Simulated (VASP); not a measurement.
# PtS2 (P-3m1) in VASP: notebook

One crystal, PtS2, is run at these levels: PBE; tasks: dielectric tensor.

Everything below comes from runs of VASP 6.6.1. Logs are shortened: lines on timing, memory, paths and dates and some standing lists are left out, and cuts for length are marked.

## Step 1: Starting point

It takes space group P-3m1 (No. 164, trigonal). The conventional cell has a = 3.543 Å, b = 3.543 Å, c = 5.039 Å, α = 90.00°, β = 90.00°, γ = 120.00°. Pt (site symmetry -3m) has 6 S at 2.34 Å as nearest neighbours. S (site symmetry 3m) has 3 Pt at 2.34 Å as nearest neighbours.

## Step 2: Dielectric tensor, PBE

INCAR

```
  PREC = Accurate
  ENCUT = 400
  EDIFF = 1E-6
  ISMEAR = 0
  SIGMA = 0.01
  LREAL = F
  LASPH = T
  NELM = 100
  ALGO = Normal
  ISIF = 2
  LWAVE = F
  LCHARG = F
  GGA = PE
  LEPSILON = T
```

KPOINTS

```
regular mesh
0
Gamma
  8 8 5
```

POSCAR

```
PtS2
1.0
    3.5432000000      0.0000000000      0.0000000000
   -1.7716000000      3.0685012107      0.0000000000
    0.0000000000      0.0000000000      5.0388000000
Pt S
1 2
Direct
    0.0000000000      0.0000000000      0.0000000000
    0.6666666667      0.3333333333      0.7730000000
    0.3333333333      0.6666666667      0.2270000000
```

Potentials or basis: VASP PAW PBE potentials, release 64 (Pt, S).

Run with:

```
$ cat potpaw_PBE.64/Pt/POTCAR potpaw_PBE.64/S/POTCAR > POTCAR
$ mpirun -np 1 vasp_std > vasp.out
```

OUTCAR:

```text
PREC = Accurate
   ENCUT = 400
   EDIFF = 1E-6
   ISMEAR = 0
   LREAL = F
   LASPH = T
   NELM = 100
   ISIF = 2
   GGA = PE
   LEPSILON = T

 Found     40 irreducible k-points:

 Following reciprocal coordinates:
            Coordinates               Weight
  0.000000  0.000000  0.000000      1.000000
  0.125000  0.000000  0.000000      6.000000
  0.250000  0.000000  0.000000      6.000000
  0.375000  0.000000  0.000000      6.000000
  0.500000  0.000000  0.000000      3.000000
  0.125000  0.125000  0.000000      6.000000
   k-points           NKPTS =     40   k-points in BZ     NKDIM =     40   number of bands    NBANDS=     15
   number of dos      NEDOS =    301   number of ions     NIONS =      3
   total plane-waves  NPLWV =  20736
   dimension x,y,z NGX =    24 NGY =   24 NGZ =   36
   dimension x,y,z NGXF=    48 NGYF=   48 NGZF=   72
   ions per type =               1   2
   NGX,Y,Z   is equivalent  to a cutoff of  11.26, 11.26, 11.88 a.u.
   NGXF,Y,Z  is equivalent  to a cutoff of  22.52, 22.52, 23.76 a.u.
 SYSTEM =  unknown system
   PREC   = accura    normal or accurate (medium, high low for compatibility)
   ISTART =      0    job   : 0-new  1-cont  2-samecut
   ICHARG =      2    charge: 1-file 2-atom 10-const
   ISPIN  =      1    spin polarized calculation?
   LNONCOLLINEAR =      F non collinear calculations
   LSORBIT =      F    spin-orbit coupling
   LASPH  =      T    aspherical Exc in radial PAW
   ENCUT  =  400.0 eV  29.40 Ry    5.42 a.u.   5.78  5.78  8.22*2*pi/ulx,y,z
   NELM   =    100;   NELMIN=  2; NELMDL= -5     # of ELM steps
   EDIFF  = 0.1E-05   stopping-criterion for ELM
   LREAL  =      F    real-space projection
   EDIFFG = 0.1E-04   stopping-criterion for IOM
   NSW    =      0    number of steps for IOM
   IBRION =     -1    ionic relax: 0-MD 1-quasi-New 2-CG
   NFREE  =      0    steps in history (QN), initial steepest desc. (CG)
   ISIF   =      2    stress and relaxation
   ISYM   =      2    0-nonsym 1-usesym 2-fastsym
   POTIM  = 0.5000    time-step for ionic-motion
   TEBEG  =    0.0;   TEEND  =   0.0 temperature during run
   PSTRESS=    0.0 pullay stress
   NELECT =      22.0000    total number of electrons
   NUPDOWN=      -1.0000    fix difference up-down
   EMIN   =  10.00;   EMAX   =-10.00  energy-range for DOS
   EFERMI =   0.00;   METHOD = LEGACY
   ISMEAR =     0;   SIGMA  =   0.01  broadening in eV -4-tet -1-fermi 0-gaus
   EFERMI_NEDOS =   21; number of points for ismear=-14 and -15
   IALGO  =     38    algorithm
   IMIX   =      4    mixing-type and parameters
     AMIX     =   0.40;   BMIX     =  1.00
     AMIX_MAG =   1.60;   BMIX_MAG =  1.00
  volume/ion in A,a.u.               =      18.26       123.23
  Fermi-wavevector in a.u.,A,eV,Ry     =   1.207812  2.282434 19.848315  1.458810
  Thomas-Fermi vector in A             =   2.343439
   LORBIT       =      0    0 simple, 1 ext, 2 COOP (PROOUT), +10 PAW based schemes
   GGA     = PE    functional components
   LHFCALC =     F    Hartree Fock is set to
   AEXX    =    0.0000 exact exchange contribution
   IVDW    =     0    specifies the selected vdW correction
   LEPSILON=     T    determine dielectric tensor
   LRPA    =     F    only Hartree local field effects (RPA)
 non-spin polarized calculation
 Gauss-broadening in eV      SIGMA  =   0.01
  energy-cutoff  :      400.00
  volume of cell :       54.78
 maximum number of plane-waves:      1008
 NGX is ok and might be reduce to    24
   NGX = 11   NGY = 11   NGZ = 17

--------------------------------------- Ionic step        1  -------------------------------------------

 number of electron      21.9999993 magnetization

 E-fermi :   6.7867     XC(G=0): -10.5746

 val. band max:        6.6920319686   @ k =   0.1250   0.0000   0.0000
 cond. band min:       7.6693843313   @ k =   0.0000   0.2500   0.2000
 fundamental gap:      0.9773523627
 Fermi energy:         6.7866946491

 k-point     1 :       0.0000    0.0000    0.0000
  band No.  band energies     occupation
      1      -8.8192      2.00000
      2      -5.5782      2.00000
      3      -0.2973      2.00000
      4      -0.2973      2.00000
      5      -0.1778      2.00000
      6       2.7629      2.00000
      7       2.7629      2.00000
      8       4.9466      2.00000
      9       5.5973      2.00000
     10       5.5973      2.00000
     11       6.6175      2.00000
     12       9.1965      0.00000
     13       9.1965      0.00000
     14      11.5323      0.00000
     15      12.5124      0.00000

 k-point     2 :       0.1250    0.0000    0.0000
  band No.  band energies     occupation
      1      -8.6105      2.00000
      2      -5.7103      2.00000
      3      -0.1560      2.00000
      4      -0.1318      2.00000
      5       0.0356      2.00000
      6       2.4543      2.00000
      7       2.6106      2.00000
      8       4.3679      2.00000
      9       5.5749      2.00000
     10       5.5977      2.00000
     11       6.6920      2.00000
     12       8.4817      0.00000
     13       9.0534      0.00000
     14      12.4107      0.00000
     15      13.2259      0.00000

 k-point     3 :       0.2500    0.0000    0.0000
  band No.  band energies     occupation
      1      -8.0374      2.00000
      2      -6.0105      2.00000
      3       0.1581      2.00000
      4       0.1878      2.00000
      5       0.6823      2.00000
      6       1.5422      2.00000
      7       2.4147      2.00000
      8       3.7030      2.00000
      9       5.2357      2.00000
     10       5.2388      2.00000
     11       6.0648      2.00000
     12       8.2809      0.00000
     13       9.0789      0.00000
     14      12.2949      0.00000
     15      14.4346      0.00000

 k-point     4 :       0.3750    0.0000    0.0000
  band No.  band energies     occupation
      1      -7.2925      2.00000
      2      -6.3191      2.00000
      3      -0.3108      2.00000
      4       0.4822      2.00000
      5       1.2604      2.00000
      6       1.6522      2.00000
      7       2.6221      2.00000
      8       3.4755      2.00000
      9       4.3735      2.00000
     10       4.4090      2.00000
     11       5.0378      2.00000
     12       8.4560      0.00000
     13       9.4024      0.00000
     14      12.1122      0.00000
     15      13.8953      0.00000

 k-point     5 :       0.5000    0.0000    0.0000
  band No.  band energies     occupation
      1      -6.8092      2.00000
      2      -6.5486      2.00000
      3      -0.8213      2.00000
      4       0.5637      2.00000
      5       1.4995      2.00000
      6       2.3581      2.00000
      7       3.3254      2.00000
      8       3.4261      2.00000
      9       3.5179      2.00000
     10       3.7377      2.00000
     11       4.3876      2.00000
     12       8.5268      0.00000
     13       9.5794      0.00000
     14      12.2703      0.00000
     15      13.2884      0.00000

 k-point     6 :       0.1250    0.1250    0.0000
  band No.  band energies     occupation
      1      -8.2183      2.00000
      2      -5.9231      2.00000
      3       0.0598      2.00000
      4       0.1681      2.00000
      5       0.4203      2.00000
      6       2.0457      2.00000
      7       2.1866      2.00000
      8       3.8214      2.00000
      9       5.2808      2.00000
     10       5.3732      2.00000
     11       6.6140      2.00000
     12       8.4968      0.00000
     13       8.4997      0.00000
     14      13.3078      0.00000
     15      13.4121      0.00000

 [... further k-points ...]

  FORCE on cell =-STRESS in cart. coord.  units (eV):
  Direction    XX          YY          ZZ          XY          YZ          ZX
  --------------------------------------------------------------------------------------
  -------------------------------------------------------------------------------------
  Total        3.9584425      3.9584425      3.4506305      0.0000000      0.0000000      0.0000000
  in kB      115.7672808    115.7672808    100.9159819      0.0000000      0.0000000      0.0000000
  external PRESSURE =     110.8168478 kB  Pullay stress =       0.0000000 kB

 VOLUME and BASIS-vectors are now :
 -----------------------------------------------------------------------------
  energy-cutoff  :      400.00
  volume of cell :       54.78
      direct lattice vectors                 reciprocal lattice vectors
     3.543200000  0.000000000  0.000000000     0.282230752  0.162946001  0.000000000
    -1.771600000  3.068501211  0.000000000     0.000000000  0.325892001  0.000000000
     0.000000000  0.000000000  5.038800000     0.000000000  0.000000000  0.198459951

 POSITION                                       TOTAL-FORCE (eV/Angst)
 -----------------------------------------------------------------------------------
      0.00000      0.00000      0.00000        -0.000000     -0.000000      0.000000
      1.77160      1.02283      3.89499         0.000000      0.000000     -1.212886
     -0.00000      2.04567      1.14381         0.000000     -0.000000      1.212886
 -----------------------------------------------------------------------------------
    total drift:                                0.000000     -0.000000     -0.000000

  FREE ENERGIE OF THE ION-ELECTRON SYSTEM (eV)
  ---------------------------------------------------
  free  energy   TOTEN  =       -15.2706979277 eV

  energy  without entropy=      -15.2706979277  energy(sigma->0) =      -15.27069793

 HEAD OF MICROSCOPIC STATIC DIELECTRIC TENSOR (INDEPENDENT PARTICLE, excluding Hartree and local field effects)
 ------------------------------------------------------
          19.602990     0.000000     0.000000
           0.000000    19.602990     0.000000
           0.000000    -0.000000    12.841809
 ------------------------------------------------------

 Free energy of the ion-electron system (eV)
  ---------------------------------------------------
  ---------------------------------------------------
  free energy    TOTEN  =        -2.83866114 eV

  energy without entropy =       -2.83866114

------------------------ aborting loop because EDIFF is reached ----------------------------------------

--------------------------------------- Ionic step        2  -------------------------------------------

------------------------ aborting loop because EDIFF is reached ----------------------------------------

--------------------------------------- Ionic step        3  -------------------------------------------

 Free energy of the ion-electron system (eV)
  ---------------------------------------------------
  ---------------------------------------------------
  free energy    TOTEN  =        -1.42171066 eV

  energy without entropy =       -1.42171066

------------------------ aborting loop because EDIFF is reached ----------------------------------------

 PIEZOELECTRIC TENSOR FIELD DIRECTION 3  (e Angst)
 -----------------------------------------------------------------------------
     0.00640  0.00000  0.00000           (  0.00007  0.00000  0.00000)
     0.00000  0.00640  0.00000           (  0.00000  0.00007  0.00000)
     0.00000  0.00000 -0.01982           (  0.00000  0.00000 -0.00000)

 PIEZOELECTRIC TENSOR FIELD DIRECTION 3  (C/m^2)
 -----------------------------------------------------------------------------
     0.00187  0.00000  0.00000
     0.00000  0.00187  0.00000
     0.00000  0.00000 -0.00580

 MACROSCOPIC STATIC DIELECTRIC TENSOR (including local field effects in DFT)
 ------------------------------------------------------
          18.370132     0.000000     0.000000
          -0.000000    18.370132     0.000000
           0.000000    -0.000000     9.973704
 ------------------------------------------------------

 PIEZOELECTRIC TENSOR (including local field effects)  for field in x, y, z        (e  Angst)
          XX          YY          ZZ          XY          YZ          ZX
  --------------------------------------------------------------------------------
  x     0.00000     0.00000     0.00000     0.00000     0.00000     0.00000
  y     0.00000     0.00000     0.00000     0.00000     0.00000     0.00000
  z     0.00000     0.00000     0.00000     0.00000     0.00000     0.00000

 PIEZOELECTRIC TENSOR (including local field effects)  for field in x, y, z        (C/m^2)
          XX          YY          ZZ          XY          YZ          ZX
  --------------------------------------------------------------------------------
  x     0.00000     0.00000     0.00000     0.00000     0.00000     0.00000
  y     0.00000     0.00000     0.00000     0.00000     0.00000     0.00000
  z     0.00000     0.00000     0.00000     0.00000     0.00000     0.00000

 BORN EFFECTIVE CHARGES (including local field effects) (in |e|, cummulative output)
 ---------------------------------------------------------------------------------
 ion    1
    1     2.96172     0.00000     0.00000
    2     0.00000     2.96172     0.00000
    3    -0.00000     0.00000    -0.56486
 ion    2
    1    -1.48086     0.00000     0.00000
    2     0.00000    -1.48086     0.00000
    3    -0.00000    -0.00000     0.28243
 ion    3
    1    -1.48086     0.00000     0.00000
    2     0.00000    -1.48086     0.00000
    3    -0.00000    -0.00000     0.28243
```

It took 93 s on 1 thread of Intel Xeon Platinum 8559C (Emerald Rapids), shared host; peak memory 0.26 GiB.

The run converged, but some of its settings lie outside the range that counts as converged, so its numbers aren't taken as properties of the crystal.

Results:

| Property | Result |
| --- | --- |
| Band gap on the k mesh | 0.98 eV, indirect (least direct gap 1.02 eV) |
| Electronic dielectric tensor (diagonal) | 18.37, 18.37, 9.97 |
| Born charges (mean of the diagonal) | Pt +1.79; S -0.89 e |

Caveat: spin-orbit coupling is left out, which moves the levels of the heavy elements; an odd mesh through Γ misses points on the zone boundary, where band edges often lie.

(Part 1 of 2 ends here.)
